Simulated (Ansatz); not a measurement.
Li4Cl: balancing the decomposition

Computed with DFT PBE, scalar-relativistic, plane waves, PAW (Ansatz 0.2.0). All cells share a 420 eV cutoff and Γ-centred k meshes spaced at most about 0.3 Å⁻¹ (about 0.25 or finer for metals, 2π included). No spin polarisation.

Formation energies are uncorrected and refer to the elements' standard structures at the same level (Cl₂ as a molecule).

These are static total energies at zero pressure.

A trial structure of Li4Cl (reached from: EuGa4 type (I4/mmm); relaxed: space group I4/mmm (No. 139), a = 3.490 Å, c = 16.772 Å) has a formation energy of -0.467 eV/atom. At its composition the lowest mixture among the elements and 1 reference phase computed alike (others may be missing) consists of these:

```tsv
phase	source	ΔE_f (eV/atom)
Li (solid)	element	-0.004
LiCl (P6_3mc)	Materials Project	-1.878
```

The lowest database cell of Li (-0.004) lies slightly below the reference, hence the non-zero entry.

Q: Write the balanced decomposition and find its energy per atom, per formula unit and per mole of formula units.

A: Balancing Li and Cl gives Li4Cl → 3 Li + LiCl. The left side holds 5 atoms, and the products take 3/5 (Li) and 2/5 (LiCl) of them. The mixture therefore lies at 3/5 × (-0.004) + 2/5 × (-1.878) = -0.754 eV/atom. The reaction energy is -0.754 − (-0.467) = -0.287 eV/atom. Times 5 atoms that is -1.435 eV per Li4Cl, and times 96.485 it is -138 kJ per mole of Li4Cl. Decomposition is downhill, so the trial structure is unstable against this mixture.
